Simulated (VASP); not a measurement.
# Hg (C2/m) in VASP: notebook

The runs below take Hg through single point, with r2SCAN.

Program: VASP 6.6.1. These are calculated values, not measurements. Logs are shortened: lines on timing, memory, paths and dates and some standing lists are left out, and cuts for length are marked.

## (1) The crystal as given

Symmetry: C2/m, No. 12, monoclinic system. Conventional cell: a = 4.249 Å, b = 5.345 Å, c = 3.583 Å, α = 90.00°, β = 126.18°, γ = 90.00°. Hg (site symmetry 2/m) is surrounded by 8 Hg at 3.41 to 3.59 Å.

## (2) Single point, r2SCAN

File INCAR:

```
SYSTEM = Hg
PREC = Accurate
ENCUT = 340
EDIFF = 1E-6
ISMEAR = 0
SIGMA = 0.1
LREAL = .FALSE.
LASPH = .TRUE.
NELM = 100
ALGO = Normal
ISIF = 2
LWAVE = .FALSE.
LCHARG = .FALSE.
METAGGA = R2SCAN
LMIXTAU = .TRUE.
NBANDS = 12
ADDGRID = .FALSE.
```

File KPOINTS:

```
Automatic mesh
0
G
  10 10 10
  0 0 0
```

File POSCAR:

```
Hg
1.0
    2.1243184923     -2.6725824964      0.0000000000
    2.1243184923      2.6725824964      0.0000000000
   -2.1151288124      0.0000000000      2.8921990043
Hg
1
Direct
    0.0000000000      0.0000000000      0.0000000000
```

Potentials or basis: VASP PAW PBE potentials, release 64 (Hg).

The run is started by

```bash
$ cat potpaw_PBE.64/Hg/POTCAR > POTCAR
$ mpirun -np 1 vasp_std > vasp.out
```

OUTCAR:

```text
SYSTEM = Hg
   PREC = Accurate
   ENCUT = 340
   EDIFF = 1E-6
   ISMEAR = 0
   LREAL = .FALSE.
   LASPH = .TRUE.
   NELM = 100
   ISIF = 2
   METAGGA = R2SCAN

 Found    282 irreducible k-points:

 Following reciprocal coordinates:
            Coordinates               Weight
  0.000000  0.000000  0.000000      1.000000
  0.100000  0.000000  0.000000      4.000000
  0.200000  0.000000  0.000000      4.000000
  0.300000  0.000000  0.000000      4.000000
  0.400000  0.000000  0.000000      4.000000
  0.500000 -0.000000  0.000000      2.000000
   k-points           NKPTS =    282   k-points in BZ     NKDIM =    282   number of bands    NBANDS=     12
   number of dos      NEDOS =    301   number of ions     NIONS =      1
   total plane-waves  NPLWV =  13824
   dimension x,y,z NGX =    24 NGY =   24 NGZ =   24
   dimension x,y,z NGXF=    48 NGYF=   48 NGZF=   48
   ions per type =               1
   NGX,Y,Z   is equivalent  to a cutoff of  11.69, 11.69, 11.14 a.u.
   NGXF,Y,Z  is equivalent  to a cutoff of  23.37, 23.37, 22.27 a.u.
 SYSTEM =  Hg
   PREC   = accura    normal or accurate (medium, high low for compatibility)
   ISTART =      0    job   : 0-new  1-cont  2-samecut
   ICHARG =      2    charge: 1-file 2-atom 10-const
   ISPIN  =      1    spin polarized calculation?
   LNONCOLLINEAR =      F non collinear calculations
   LSORBIT =      F    spin-orbit coupling
   LASPH  =      T    aspherical Exc in radial PAW
   ENCUT  =  340.0 eV  24.99 Ry    5.00 a.u.   5.13  5.13  5.39*2*pi/ulx,y,z
   NELM   =    100;   NELMIN=  2; NELMDL= -5     # of ELM steps
   EDIFF  = 0.1E-05   stopping-criterion for ELM
   LREAL  =      F    real-space projection
   EDIFFG = 0.1E-04   stopping-criterion for IOM
   NSW    =      0    number of steps for IOM
   IBRION =     -1    ionic relax: 0-MD 1-quasi-New 2-CG
   NFREE  =      0    steps in history (QN), initial steepest desc. (CG)
   ISIF   =      2    stress and relaxation
   ISYM   =      2    0-nonsym 1-usesym 2-fastsym
   POTIM  = 0.5000    time-step for ionic-motion
   TEBEG  =    0.0;   TEEND  =   0.0 temperature during run
   PSTRESS=    0.0 pullay stress
   NELECT =      12.0000    total number of electrons
   NUPDOWN=      -1.0000    fix difference up-down
   EMIN   =  10.00;   EMAX   =-10.00  energy-range for DOS
   EFERMI =   0.00;   METHOD = LEGACY
   ISMEAR =     0;   SIGMA  =   0.10  broadening in eV -4-tet -1-fermi 0-gaus
   EFERMI_NEDOS =   21; number of points for ismear=-14 and -15
   IALGO  =     38    algorithm
   IMIX   =      4    mixing-type and parameters
     AMIX     =   0.40;   BMIX     =  1.00
     AMIX_MAG =   1.60;   BMIX_MAG =  1.00
  volume/ion in A,a.u.               =      32.84       221.62
  Fermi-wavevector in a.u.,A,eV,Ry     =   1.170395  2.211725 18.637577  1.369823
  Thomas-Fermi vector in A             =   2.306854
   LORBIT       =      0    0 simple, 1 ext, 2 COOP (PROOUT), +10 PAW based schemes
   METAGGA = R2SCAN    functional components
   LHFCALC =     F    Hartree Fock is set to
   AEXX    =    0.0000 exact exchange contribution
   IVDW    =     0    specifies the selected vdW correction
   LEPSILON=     F    determine dielectric tensor
   LRPA    =     F    only Hartree local field effects (RPA)
 non-spin polarized calculation
 Gauss-broadening in eV      SIGMA  =   0.10
  energy-cutoff  :      340.00
  volume of cell :       32.84
 maximum number of plane-waves:       482
 NGX is ok and might be reduce to    24
   NGX = 11   NGY = 11   NGZ = 11

 number of electron      12.0000005 magnetization

 Free energy of the ion-electron system (eV)
  ---------------------------------------------------
  ext. energy  EPLUGINS =         0.00000000
  ---------------------------------------------------
  free energy    TOTEN  =       -49.32232112 eV

  energy without entropy =      -49.32133498  energy(sigma->0) =      -49.32182805

 E-fermi :   0.5999     XC(G=0):  -9.5773

 val. band max:        0.5906087518   @ k =   0.5000   0.4000   0.5000
 cond. band min:       0.6219523611   @ k =  -0.1000   0.5000   0.1000
 fundamental gap:      0.0313436093
 Fermi energy:         0.5999301066

 k-point     1 :       0.0000    0.0000    0.0000
  band No.  band energies     occupation
      1      -6.4845      2.00000
      2      -6.3163      2.00000
      3      -6.0965      2.00000
      4      -6.0743      2.00000
      5      -5.7607      2.00000
      6      -5.6403      2.00000
      7      12.5971      0.00000
      8      12.8081      0.00000
      9      13.2457      0.00000
     10      14.6323      0.00000
     11      14.8780      0.00000
     12      17.0410      0.00000

 k-point     2 :       0.1000    0.0000    0.0000
  band No.  band energies     occupation
      1      -6.3507      2.00000
      2      -6.2286      2.00000
      3      -6.1070      2.00000
      4      -6.0189      2.00000
      5      -5.7710      2.00000
      6      -5.6540      2.00000
      7      10.8669      0.00000
      8      12.1004      0.00000
      9      12.8346      0.00000
     10      14.1960      0.00000
     11      14.7388      0.00000
     12      16.4195      0.00000

 k-point     3 :       0.2000    0.0000    0.0000
  band No.  band energies     occupation
      1      -6.3414      2.00000
      2      -6.1732      2.00000
      3      -5.9032      2.00000
      4      -5.8000      2.00000
      5      -5.6795      2.00000
      6      -5.5031      2.00000
      7       7.7058      0.00000
      8      10.8547      0.00000
      9      12.1401      0.00000
     10      13.5961      0.00000
     11      15.0804      0.00000
     12      15.6540      0.00000

 k-point     4 :       0.3000    0.0000    0.0000
  band No.  band energies     occupation
      1      -6.3923      2.00000
      2      -6.2611      2.00000
      3      -5.8011      2.00000
      4      -5.7000      2.00000
      5      -5.6563      2.00000
      6      -4.3939      2.00000
      7       4.6585      0.00000
      8       9.6711      0.00000
      9      11.3715      0.00000
     10      13.1311      0.00000
     11      15.0834      0.00000
     12      15.9409      0.00000

 k-point     5 :       0.4000    0.0000    0.0000
  band No.  band energies     occupation
      1      -6.4602      2.00000
      2      -6.3257      2.00000
      3      -5.8072      2.00000
      4      -5.6734      2.00000
      5      -5.4676      2.00000
      6      -2.8928      2.00000
      7       1.9741      0.00000
      8       8.8502      0.00000
      9      10.8178      0.00000
     10      12.8687      0.00000
     11      14.8238      0.00000
     12      16.7694      0.00000

 k-point     6 :       0.5000   -0.0000    0.0000
  band No.  band energies     occupation
      1      -6.4916      2.00000
      2      -6.3477      2.00000
      3      -5.8109      2.00000
      4      -5.6625      2.00000
      5      -5.3888      2.00000
      6      -1.6440      2.00000
      7       0.3279      1.99988
      8       8.5566      0.00000
      9      10.6200      0.00000
     10      12.7864      0.00000
     11      14.7421      0.00000
     12      17.1422      0.00000

 [... further k-points ...]

------------------------ aborting loop because EDIFF is reached ----------------------------------------

  FORCE on cell =-STRESS in cart. coord.  units (eV):
  Direction    XX          YY          ZZ          XY          YZ          ZX
  --------------------------------------------------------------------------------------
  -------------------------------------------------------------------------------------
  Total       -0.4549912     -0.3774288     -0.5179212      0.0000000      0.0000000     -0.0013893
  in kB      -22.1975305    -18.4135158    -25.2676800      0.0000000      0.0000000     -0.0677807
  external PRESSURE =     -21.9595754 kB  Pullay stress =       0.0000000 kB

 VOLUME and BASIS-vectors are now :
 -----------------------------------------------------------------------------
  energy-cutoff  :      340.00
  volume of cell :       32.84
      direct lattice vectors                 reciprocal lattice vectors
     2.124318492 -2.672582496  0.000000000     0.235369603 -0.187084964  0.172130973
     2.124318492  2.672582496  0.000000000     0.235369603  0.187084964  0.172130973
    -2.115128812  0.000000000  2.892199004     0.000000000  0.000000000  0.345757674

 POSITION                                       TOTAL-FORCE (eV/Angst)
 -----------------------------------------------------------------------------------
      0.00000      0.00000      0.00000         0.000000      0.000000      0.000000
 -----------------------------------------------------------------------------------
    total drift:                                0.000000     -0.000000      0.000000

  FREE ENERGIE OF THE ION-ELECTRON SYSTEM (eV)
  ---------------------------------------------------
  free  energy   TOTEN  =       -49.3223211191 eV

  energy  without entropy=      -49.3213349840  energy(sigma->0) =      -49.32182805
```

Wall time 2.8 min (1 thread of Intel Xeon Platinum 8259CL at 2.50GHz (Skylake/Cascade Lake), shared host); peak memory 0.18 GiB.

These settings aren't checked as converged: the numbers below hold their error.

What came out:

```
Free energy            : -49.3223 eV
Pressure               : -2.2 GPa
Band gap on the k mesh : none (metal or under the smearing width)
```

Caveat: the PAW data sets were made with another functional, which shifts forces and pressure a little.

## (3) Single point, r2SCAN

INCAR: that of step 2 with these lines changed.

```diff
@@ -2,3 +2,3 @@
 PREC = Accurate
-ENCUT = 340
+ENCUT = 400
 EDIFF = 1E-6
```

KPOINTS is that of step 2.

POSCAR is that of step 2.

Potentials or basis: VASP PAW PBE potentials, release 64 (Hg).

The run is started by

```bash
$ cat potpaw_PBE.64/Hg/POTCAR > POTCAR
$ mpirun -np 1 vasp_std > vasp.out
```

Wall time 2.9 min (1 thread of Intel Xeon Platinum 8259CL at 2.50GHz (Skylake/Cascade Lake), shared host); peak memory 0.2 GiB.

The run converged, but some of its settings lie outside the range that counts as converged, so its numbers aren't taken as properties of the crystal.

Results:

```yaml
Free_energy: -49.3242 eV
Pressure: -1.7 GPa
Band_gap_on_the_k_mesh: none (metal or under the smearing width)
```

Caveat: the PAW data sets were made with another functional, which shifts forces and pressure a little.

## (4) Single point, r2SCAN

INCAR: that of step 3 with these lines changed.

```diff
@@ -2,3 +2,3 @@
 PREC = Accurate
-ENCUT = 400
+ENCUT = 460
 EDIFF = 1E-6
```

KPOINTS is that of step 3.

POSCAR is that of step 3.

The run is started by

```bash
$ cat potpaw_PBE.64/Hg/POTCAR > POTCAR
$ mpirun -np 1 vasp_std > vasp.out
```

It took 3.8 min on 1 thread of Intel Xeon Platinum 8259CL at 2.50GHz (Skylake/Cascade Lake), shared host; peak memory 0.22 GiB.

These settings aren't checked as converged: the numbers below hold their error.

Results:

| Quantity | Value |
| --- | --- |
| Free energy | -49.3244 eV |
| Pressure | -1.6 GPa |
| Band gap on the k mesh | none (metal or under the smearing width) |

Caveat: the PAW data sets were made with another functional, which shifts forces and pressure a little.

## (5) Single point, r2SCAN

INCAR: that of step 4 with these lines changed.

```diff
@@ -5,3 +5,3 @@
 ISMEAR = 0
-SIGMA = 0.1
+SIGMA = 0.4
 LREAL = .FALSE.
```

KPOINTS is that of step 4.

POSCAR is that of step 4.

The run is started by

```bash
$ cat potpaw_PBE.64/Hg/POTCAR > POTCAR
$ mpirun -np 1 vasp_std > vasp.out
```

Wall time 3.9 min (1 thread of Intel Xeon Platinum 8259CL at 2.50GHz (Skylake/Cascade Lake), shared host); peak memory 0.22 GiB.

These settings aren't checked as converged: the numbers below hold their error.

Results:

- Free energy: -49.3290 eV
- Pressure: -1.7 GPa
- Band gap on the k mesh: none (metal or under the smearing width)

Caveat: the PAW data sets were made with another functional, which shifts forces and pressure a little.

## (6) Single point, r2SCAN

INCAR: that of step 5 with these lines changed.

```diff
@@ -5,3 +5,3 @@
 ISMEAR = 0
-SIGMA = 0.4
+SIGMA = 0.2
 LREAL = .FALSE.
```

KPOINTS is that of step 5.

POSCAR is that of step 5.

Potentials or basis: VASP PAW PBE potentials, release 64 (Hg).

The run is started by

```bash
$ cat potpaw_PBE.64/Hg/POTCAR > POTCAR
$ mpirun -np 1 vasp_std > vasp.out
```

Run time: 4.1 min. Hardware: 1 thread of Intel Xeon Platinum 8259CL at 2.50GHz (Skylake/Cascade Lake), shared host; peak memory 0.22 GiB.

These settings aren't checked as converged: the numbers below hold their error.

What came out:

| Property | Result |
| --- | --- |
| Free energy | -49.3255 eV |
| Pressure | -1.6 GPa |
| Band gap on the k mesh | none (metal or under the smearing width) |

Caveat: the PAW data sets were made with another functional, which shifts forces and pressure a little.
